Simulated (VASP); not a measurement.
A run of VASP 6.6.1 is set up as follows.

File INCAR:

```
  ALGO = Normal
  EDIFF = 1E-7
  ENCUT = 520
  GGA = PE
  ISIF = 2
  ISMEAR = -1
  LASPH = T
  LCHARG = T
  LELF = T
  LREAL = F
  LVHAR = T
  LWAVE = F
  NBANDS = 21
  NELM = 60
  PREC = Accurate
  SIGMA = 0.05
```

File KPOINTS:

```
k-points
0
Gamma
  7 7 4
```

The input POSCAR:

```
PbI2
1.0
    4.5550000000      0.0000000000      0.0000000000
   -2.2775000000      3.9447457142      0.0000000000
    0.0000000000      0.0000000000      6.9770000000
Pb I
1 2
Direct
    0.0000000000      0.0000000000      0.0000000000
    0.6666666667      0.3333333333      0.7350000000
    0.3333333333      0.6666666667      0.2650000000
```

Potentials or basis: VASP PAW PBE potentials, release 64 (Pb_d, I).

Run with:

```console
$ cat potpaw_PBE.64/Pb_d/POTCAR potpaw_PBE.64/I/POTCAR > POTCAR
$ mpirun -np 1 vasp_std > vasp.out
```

(1) Predict the band gap on the k mesh.

(2) What does it give for the largest force?

Results:

(1) 2.22 eV, direct.

(2) 0.172 eV/Å.

Caveat: spin-orbit coupling is left out, which as a rule narrows the gap of such compounds by several tenths of an eV; an odd mesh through Γ misses points on the zone boundary, where band edges often lie.
